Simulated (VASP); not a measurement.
# SiC (Moissanite 3C) (F-43m) in VASP: notebook, part 2 of 2

VASP 6.6.1. Earlier steps stand in the parts before.

## 4. Band structure, rSCAN

INCAR reads:

```
SYSTEM = SiC
  PREC = Accurate
  ENCUT = 520
  EDIFF = 1E-6
  ISMEAR = -1
  SIGMA = 0.05
  LREAL = .FALSE.
  LASPH = .TRUE.
  NELM = 80
  ALGO = Normal
  ISIF = 2
  LWAVE = .FALSE.
  LCHARG = .FALSE.
  METAGGA = RSCAN
  LMIXTAU = .TRUE.
  NBANDS = 11
```

KPOINTS reads:

```
regular mesh
0
G
  10 10 10
  0 0 0
```

POSCAR reads:

```
SiC
1.0
    0.0000000000      2.1790000000      2.1790000000
    2.1790000000      0.0000000000      2.1790000000
    2.1790000000      2.1790000000      0.0000000000
Si C
1 1
Direct
    0.0000000000      0.0000000000      0.0000000000
    0.7500000000      0.7500000000      0.7500000000
```

KPOINTS_OPT reads:

```
path GXWKGLUWLK,UX
15
line-mode
reciprocal
 0.0000000000  0.0000000000  0.0000000000  G
 0.5000000000  0.0000000000  0.5000000000  X

 0.5000000000  0.0000000000  0.5000000000  X
 0.5000000000  0.2500000000  0.7500000000  W

 0.5000000000  0.2500000000  0.7500000000  W
 0.3750000000  0.3750000000  0.7500000000  K

 0.3750000000  0.3750000000  0.7500000000  K
 0.0000000000  0.0000000000  0.0000000000  G

 0.0000000000  0.0000000000  0.0000000000  G
 0.5000000000  0.5000000000  0.5000000000  L

 0.5000000000  0.5000000000  0.5000000000  L
 0.6250000000  0.2500000000  0.6250000000  U

 0.6250000000  0.2500000000  0.6250000000  U
 0.5000000000  0.2500000000  0.7500000000  W

 0.5000000000  0.2500000000  0.7500000000  W
 0.5000000000  0.5000000000  0.5000000000  L

 0.5000000000  0.5000000000  0.5000000000  L
 0.3750000000  0.3750000000  0.7500000000  K

 0.6250000000  0.2500000000  0.6250000000  U
 0.5000000000  0.0000000000  0.5000000000  X
```

Potentials or basis: VASP PAW PBE potentials, release 64 (Si, C).

Launch:

```console
$ cat potpaw_PBE.64/Si/POTCAR potpaw_PBE.64/C/POTCAR > POTCAR
$ mpirun -np 1 vasp_std > vasp.out
```

OUTCAR:

```text
SYSTEM = SiC
   PREC = Accurate
   ENCUT = 520
   EDIFF = 1E-6
   ISMEAR = -1
   LREAL = .FALSE.
   LASPH = .TRUE.
   NELM = 80
   ISIF = 2
   METAGGA = RSCAN

 ion  position               nearest neighbor table
   1  0.000  0.000  0.000-   2 1.89   2 1.89   2 1.89   2 1.89
   2  0.750  0.750  0.750-   1 1.89   1 1.89   1 1.89   1 1.89

  LATTYP: Found a face centered cubic cell.
 ALAT       =     4.3580000000

  Lattice vectors:

 A1 = (   0.0000000000,   2.1790000000,   2.1790000000)
 A2 = (   2.1790000000,   0.0000000000,   2.1790000000)
 A3 = (   2.1790000000,   2.1790000000,   0.0000000000)

Analysis of symmetry for initial positions (statically):
=====================================================================
 Subroutine PRICEL returns:
 Original cell was already a primitive cell.

 Routine SETGRP: Setting up the symmetry group for a
 face centered cubic supercell.

 Subroutine GETGRP returns: Found 24 space group operations
 (whereof 24 operations were pure point group operations)
 out of a pool of 48 trial point group operations.

The static configuration has the point symmetry T_d .

Analysis of symmetry for dynamics (positions and initial velocities):
=====================================================================
 Subroutine PRICEL returns:
 Original cell was already a primitive cell.

 Routine SETGRP: Setting up the symmetry group for a
 face centered cubic supercell.

 Subroutine GETGRP returns: Found 24 space group operations
 (whereof 24 operations were pure point group operations)
 out of a pool of 48 trial point group operations.

The dynamic configuration has the point symmetry T_d .

 Subroutine INISYM returns: Found 24 space group operations
 (whereof 24 operations are pure point group operations),
 and found     1 'primitive' translations

----------------------------------------------------------------------------------------

[... 118 lines left out ...]
   LHFCALC =     F    Hartree Fock is set to
   AEXX    =    0.0000 exact exchange contribution
   IVDW    =     0    specifies the selected vdW correction
   LEPSILON=     F    determine dielectric tensor
   LRPA    =     F    only Hartree local field effects (RPA)
 non-spin polarized calculation
  energy-cutoff  :      520.00
  volume of cell :       20.69
 maximum number of plane-waves:       568
   NGX = 11   NGY = 11   NGZ = 11

 number of electron       8.0000001 magnetization

 Free energy of the ion-electron system (eV)
  ---------------------------------------------------
  ext. energy  EPLUGINS =         0.00000000
  ---------------------------------------------------
  free energy    TOTEN  =       -21.60126603 eV

  energy without entropy =      -21.60126603  energy(sigma->0) =      -21.60126603

 E-fermi :   8.8151     XC(G=0): -11.9426

 val. band max:        7.9176670304   @ k =   0.0000   0.0000   0.0000
 cond. band min:       9.6663114960   @ k =   0.5000   0.5000   0.0000
 fundamental gap:      1.7486444656
 Fermi energy:         8.8150719011

 k-point     1 :       0.0000    0.0000    0.0000
  band No.  band energies     occupation
      1      -8.2322      2.00000
      2       7.9177      2.00000
      3       7.9177      2.00000
      4       7.9177      2.00000
      5      14.7465      0.00000
      6      15.7313      0.00000
      7      15.7313      0.00000
      8      15.7313      0.00000
      9      23.1238      0.00000
     10      23.1238      0.00000
     11      25.6712      0.00000
[... 309 lines left out ...]
 k-point    24 :       0.4000    0.3000    0.0000
  band No.  band energies     occupation
      1      -5.0018      2.00000
      2       2.0870      2.00000
      3       4.6485      2.00000
      4       5.1720      2.00000
      5      11.2279      0.00000
      6      14.0720      0.00000
      7      20.3807      0.00000
      8      20.6849      0.00000
      9      22.7244      0.00000
     10      26.9906      0.00000
     11      30.3931      0.00000

 [... further k-points ...]

------------------------ aborting loop because EDIFF is reached ----------------------------------------

  FORCE on cell =-STRESS in cart. coord.  units (eV):
  Direction    XX          YY          ZZ          XY          YZ          ZX
  --------------------------------------------------------------------------------------
  -------------------------------------------------------------------------------------
  Total       -0.1841941     -0.1841941     -0.1841941      0.0000000      0.0000000      0.0000000
  in kB      -14.2621404    -14.2621404    -14.2621404      0.0000000      0.0000000      0.0000000
  external PRESSURE =     -14.2621404 kB  Pullay stress =       0.0000000 kB

 VOLUME and BASIS-vectors are now :
 -----------------------------------------------------------------------------
  energy-cutoff  :      520.00
  volume of cell :       20.69
      direct lattice vectors                 reciprocal lattice vectors
     0.000000000  2.179000000  2.179000000    -0.229463056  0.229463056  0.229463056
     2.179000000  0.000000000  2.179000000     0.229463056 -0.229463056  0.229463056
     2.179000000  2.179000000  0.000000000     0.229463056  0.229463056 -0.229463056

 POSITION                                       TOTAL-FORCE (eV/Angst)
 -----------------------------------------------------------------------------------
      0.00000      0.00000      0.00000        -0.000000     -0.000000     -0.000000
      3.26850      3.26850      3.26850         0.000000      0.000000      0.000000
 -----------------------------------------------------------------------------------
    total drift:                               -0.000000     -0.000000     -0.000000

  FREE ENERGIE OF THE ION-ELECTRON SYSTEM (eV)
  ---------------------------------------------------
  free  energy   TOTEN  =       -21.6012660301 eV

  energy  without entropy=      -21.6012660297  energy(sigma->0) =      -21.60126603
```

OSZICAR:

```text
N       E                     dE             d eps       ncg     rms          rms(c)
DAV:   1    -0.237537549234E+01   -0.23754E+01   -0.40094E+03  1066   0.635E+02
DAV:   2    -0.239091845275E+02   -0.21534E+02   -0.20343E+02  1329   0.115E+02
[... 38 lines left out ...]
DAV:   4     0.502670001855E+03   -0.65700E-01     1175
DAV:   5     0.502669721677E+03   -0.28018E-03     1291
DAV:   6     0.502669720023E+03   -0.16539E-05     1204
DAV:   7     0.502669720012E+03   -0.10937E-07     1136
       N       E                     dE             ncg
DAV:   1     0.138590103908E+05   -0.29005E+04      206
DAV:   2     0.137245276104E+05   -0.13448E+03      258
DAV:   3     0.137215403453E+05   -0.29873E+01      273
DAV:   4     0.137215343697E+05   -0.59757E-02      254
DAV:   5     0.137215343476E+05   -0.22064E-04      276
DAV:   6     0.137215343475E+05   -0.10402E-06      289
```

Run time: 68 s. Hardware: 1 thread of Intel Xeon Platinum 8259CL at 2.50GHz (Skylake/Cascade Lake), shared host; peak memory 0.14 GiB.

What came out:

- Free energy: -21.6013 eV
- Pressure: -1.4 GPa
- Band gap on the k mesh: 1.75 eV, indirect (least direct gap 5.08 eV)
- Band gap along the path: 1.75 eV, indirect (least direct gap 5.08 eV)

Levels at the corners of the path, in eV from the valence-band top:
```tsv
point	band 1	band 2	band 3	band 4	band 5	band 6	band 7	band 8
Γ	-16.15	0.00	0.00	0.00	6.83	7.81	7.81	7.81
X	-11.06	-8.05	-3.33	-3.33	1.75	4.82	15.08	15.08
X	-11.06	-8.05	-3.33	-3.33	1.75	4.82	15.08	15.08
W	-10.85	-7.24	-5.16	-4.80	5.74	10.11	10.18	10.47
W	-10.85	-7.24	-5.16	-4.80	5.74	10.11	10.18	10.47
K	-11.07	-7.50	-5.71	-2.71	3.56	8.40	12.68	13.39
K	-11.07	-7.50	-5.71	-2.71	3.56	8.40	12.68	13.39
Γ	-16.15	0.00	0.00	0.00	6.83	7.81	7.81	7.81
Γ	-16.15	0.00	0.00	0.00	6.83	7.81	7.81	7.81
L	-12.53	-8.81	-1.11	-1.11	5.97	7.74	7.74	10.96
L	-12.53	-8.81	-1.11	-1.11	5.97	7.74	7.74	10.96
U	-11.07	-7.50	-5.71	-2.71	3.56	8.40	12.68	13.39
U	-11.07	-7.50	-5.71	-2.71	3.56	8.40	12.68	13.39
W	-10.85	-7.24	-5.16	-4.80	5.74	10.11	10.18	10.47
W	-10.85	-7.24	-5.16	-4.80	5.74	10.11	10.18	10.47
L	-12.53	-8.81	-1.11	-1.11	5.97	7.74	7.74	10.96
L	-12.53	-8.81	-1.11	-1.11	5.97	7.74	7.74	10.96
K	-11.07	-7.50	-5.71	-2.71	3.56	8.40	12.68	13.39
U	-11.07	-7.50	-5.71	-2.71	3.56	8.40	12.68	13.39
X	-11.06	-8.05	-3.33	-3.33	1.75	4.82	15.08	15.08
```

Caveat: the PAW data sets were made with another functional, which shifts forces and pressure a little.

## 5. Band structure, TPSS

INCAR reads:

```
SYSTEM = SiC
PREC = Accurate ; ENCUT = 520
EDIFF = 1E-6 ; ISMEAR = -1
SIGMA = 0.05 ; LREAL = .False.
LASPH = .True. ; NELM = 80
ALGO = Normal ; ISIF = 2
LWAVE = .False. ; LCHARG = .False.
METAGGA = TPSS ; LMIXTAU = .True.
```

KPOINTS reads:

```
regular mesh
0
Gamma
  10 10 10
  0 0 0
```

POSCAR is that of step 4.

KPOINTS_OPT: that of step 4 with these lines changed.

```diff
@@ -1,3 +1,3 @@
 path GXWKGLUWLK,UX
-15
+20
 line-mode
```

Launch:

```console
$ cat potpaw_PBE.64/Si/POTCAR potpaw_PBE.64/C/POTCAR > POTCAR
$ mpirun -np 1 vasp_std > vasp.out
```

It took 57 s on 1 thread of Intel Xeon Platinum 8259CL at 2.50GHz (Skylake/Cascade Lake), shared host; peak memory 0.14 GiB.

The run converged. Its results:

```
Free energy             : -21.0094 eV
Pressure                : 1.0 GPa
Band gap on the k mesh  : 1.31 eV, indirect (least direct gap 4.50 eV)
Band gap along the path : 1.31 eV, indirect (least direct gap 4.49 eV)
```

Levels at the corners of the path, in eV from the valence-band top:
```
point  band 1  band 2  band 3  band 4  band 5  band 6  band 7  band 8
    Γ  -15.69    0.00    0.00    0.00    6.29    7.62    7.62    7.62
    X  -10.69   -7.82   -3.19   -3.19    1.31    4.48   14.37   14.37
    X  -10.69   -7.82   -3.19   -3.19    1.31    4.48   14.37   14.37
    W  -10.47   -7.01   -5.04   -4.72    5.22    9.67    9.83    9.89
    W  -10.47   -7.01   -5.04   -4.72    5.22    9.67    9.83    9.89
    K  -10.69   -7.28   -5.60   -2.59    3.12    7.95   12.13   12.74
    K  -10.69   -7.28   -5.60   -2.59    3.12    7.95   12.13   12.74
    Γ  -15.69    0.00    0.00    0.00    6.29    7.62    7.62    7.62
    Γ  -15.69    0.00    0.00    0.00    6.29    7.62    7.62    7.62
    L  -12.12   -8.62   -1.04   -1.04    5.59    7.44    7.44   10.10
    L  -12.12   -8.62   -1.04   -1.04    5.59    7.44    7.44   10.10
    U  -10.69   -7.28   -5.60   -2.59    3.12    7.95   12.13   12.74
    U  -10.69   -7.28   -5.60   -2.59    3.12    7.95   12.13   12.74
    W  -10.47   -7.01   -5.04   -4.72    5.22    9.67    9.83    9.89
    W  -10.47   -7.01   -5.04   -4.72    5.22    9.67    9.83    9.89
    L  -12.12   -8.62   -1.04   -1.04    5.59    7.44    7.44   10.10
    L  -12.12   -8.62   -1.04   -1.04    5.59    7.44    7.44   10.10
    K  -10.69   -7.28   -5.60   -2.59    3.12    7.95   12.13   12.74
    U  -10.69   -7.28   -5.60   -2.59    3.12    7.95   12.13   12.74
    X  -10.69   -7.82   -3.19   -3.19    1.31    4.48   14.37   14.39
```

Caveat: the PAW data sets were made with another functional, which shifts forces and pressure a little.

## 6. Summary

| level | gap on the mesh (eV) | pressure (GPa) |
| --- | --- | --- |
| r2SCAN | 1.72 | -0.4 |
| SCAN | 1.71 | -1.0 |
| rSCAN | 1.75 | -1.4 |
| TPSS | 1.31 | 1.0 |

Alike in all rows: task band structure; potentials or basis VASP PAW PBE potentials, release 64 (Si, C); no spin polarisation; cell as given; k mesh 10 × 10 × 10; cutoff (eV) 520; smearing fermi-dirac 0.05 eV.

On the cell as given the gap runs from 1.31 eV (TPSS) to 1.75 eV (rSCAN). The pressure there spans -1.4 GPa (rSCAN) to 1.0 GPa (TPSS); a positive pressure means that this level wants a larger cell, a negative one a smaller.

Caveats: the PAW data sets were made with another functional, which shifts forces and pressure a little.

Absolute energies hang on the potentials; compare differences alone.

## 7. Against experiment

Step 2. A measured gap of SiC is 2.4 eV (indirect; quoted in “Insight into the structural, elastic and electronic properties of a new orthorhombic 6O-SiC polytype”, 2020, pmc:7200658); the calculated 1.72 eV misses it by -0.68 eV. The value is that of r2SCAN, without temperature or zero-point motion.

Step 3. Against the measured gap of SiC, 2.4 eV (indirect; quoted in “Insight into the structural, elastic and electronic properties of a new orthorhombic 6O-SiC polytype”, 2020, pmc:7200658), the calculated 1.71 eV is off by -0.69 eV. The value is that of SCAN, without temperature or zero-point motion.

Step 4. Measured gap of SiC: 2.4 eV (indirect; quoted in “Insight into the structural, elastic and electronic properties of a new orthorhombic 6O-SiC polytype”, 2020, pmc:7200658). This calculation gives 1.75 eV (-0.65 eV). The value is that of rSCAN, without temperature or zero-point motion.

Step 5. Against the measured gap of SiC, 2.4 eV (indirect; quoted in “Insight into the structural, elastic and electronic properties of a new orthorhombic 6O-SiC polytype”, 2020, pmc:7200658), the calculated 1.31 eV is off by -1.09 eV. The value is that of TPSS, without temperature or zero-point motion.
